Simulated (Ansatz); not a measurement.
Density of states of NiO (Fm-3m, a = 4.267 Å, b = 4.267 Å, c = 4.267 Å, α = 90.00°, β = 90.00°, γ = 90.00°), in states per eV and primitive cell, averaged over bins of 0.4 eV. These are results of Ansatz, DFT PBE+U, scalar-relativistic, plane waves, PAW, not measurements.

Plane waves to 420 eV, a k mesh through Γ of 12×12×12 on the computed 2-atom cell and Gaussian smearing (0.02 eV); U_eff Ni 6.20 eV on the d shells (Löwdin-orthogonalised atomic orbitals); collinear spin from starting moments 1.91 0.21 μB.

The cell is relaxed at this level. The states (both spins) are summed by tetrahedra on a 18×18×18 mesh at the self-consistent density. Energies are bin centres; the table starts no lower than −8 eV and ends at 6 eV, or lower where the solved bands end.

The gap is 1.94 eV at this level, with the zero inside it.

```csv
E − E_F (eV),total,Ni 3d down,Ni 3d up,O 2p down,O 2p up,Ni 4s up,Ni 4s down
-7.85,2.16,0.09,1.52,0.09,0.37,0.04,0.03
-7.45,2.25,0.17,1.52,0.15,0.31,0.02,0.04
-7.05,1.81,0.31,0.97,0.25,0.18,0.00,0.06
-6.65,1.05,0.42,0.27,0.27,0.03,0.00,0.04
-6.25,4.64,0.98,2.98,0.47,0.07,0.01,0.02
-5.85,2.72,0.75,1.73,0.19,0.02,0.00,0.02
-5.45,1.28,1.13,0.02,0.11,0.01,0.00,0.00
-5.05,1.34,1.13,0.05,0.10,0.04,0.00,0.00
-4.65,1.12,0.68,0.15,0.09,0.17,0.02,0.01
-4.25,2.38,0.30,0.69,0.31,0.80,0.19,0.03
-3.85,2.39,0.80,0.12,0.83,0.44,0.04,0.11
-3.45,2.53,0.62,0.09,1.26,0.45,0.01,0.04
-3.05,2.16,0.44,0.09,1.02,0.53,0.01,0.01
-2.65,1.72,0.20,0.11,0.67,0.70,0.01,0.00
-2.25,1.34,0.06,0.10,0.43,0.71,0.01,0.00
-1.85,0.71,0.00,0.10,0.00,0.60,0.00,0.00
-1.45,0.69,0.00,0.10,0.00,0.58,0.00,0.00
-1.05,0.35,0.00,0.05,0.00,0.30,0.00,0.00
-0.65,0.00,0.00,0.00,0.00,0.00,0.00,0.00
-0.25,0.00,0.00,0.00,0.00,0.00,0.00,0.00
0.15,0.00,0.00,0.00,0.00,0.00,0.00,0.00
0.55,0.00,0.00,0.00,0.00,0.00,0.00,0.00
0.95,0.00,0.00,0.00,0.00,0.00,0.00,0.00
1.35,0.06,0.05,0.00,0.00,0.00,0.00,0.00
1.75,0.70,0.62,0.00,0.02,0.00,0.01,0.02
2.15,1.68,1.47,0.00,0.08,0.00,0.01,0.04
2.55,1.18,0.95,0.00,0.13,0.01,0.01,0.03
2.95,0.97,0.72,0.00,0.17,0.01,0.02,0.02
3.35,0.62,0.42,0.00,0.13,0.01,0.02,0.01
3.75,0.10,0.00,0.00,0.01,0.01,0.03,0.02
4.15,0.12,0.00,0.00,0.01,0.02,0.04,0.02
4.55,0.16,0.01,0.00,0.02,0.02,0.05,0.03
4.95,0.22,0.01,0.00,0.02,0.03,0.07,0.04
5.35,0.37,0.01,0.00,0.03,0.04,0.11,0.06
5.75,0.53,0.01,0.00,0.04,0.05,0.19,0.08
```

The columns after the total are the main Löwdin projections on the occupied valence shells of the potentials; 2 others are left out. The rest of the total lies in those, in shells that are empty in the free atom, which aren't projected, and between the atoms.

The state reached may not be the lowest one. The cell holds one magnetic atom, so it can only be ferromagnetic; an antiferromagnetic order may lie lower.

Only this magnetic start was tried.

Cost: 1 run of about 0.94 core-minutes, on AMD EPYC 7R43 (Zen 3) (shared hosts).